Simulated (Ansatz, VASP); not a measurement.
# Hf in VASP and in Ansatz

```
Hf
1.0
     0.00000    3.11284    3.11284
     3.11284    0.00000    3.11284
     3.11284    3.11284    0.00000
Hf
2
Direct
  0.12500 0.12500 0.12500
  0.87500 0.87500 0.87500
```

Alike in both runs: functional LDA; k mesh 9 × 9 × 9; occupations fermi-dirac, width 0.1 eV; no spin polarisation.

Ansatz relaxed the structure, and its values are those at the end. VASP's run is a single point on that final structure, the one shown.

```csv
,VASP,Ansatz
version,VASP 6.6.1,Ansatz 0.2.0
potentials or method,"VASP PAW LDA potentials, release 64 (Hf_pv)","plane waves (420 eV) with PAW, scalar-relativistic"
plane-wave cutoff (eV),520,420
valence electrons in the cell,20,52
```

Ansatz gave:

* pressure (GPa): 0.0

Estimate VASP's values.

pressure (GPa): -0.3.

The two sets of potentials don't hold the same shells in valence. Ansatz warned: «pseudo_functional_mismatch».

The runs have no spin-orbit coupling, so splittings on Hf are missing.
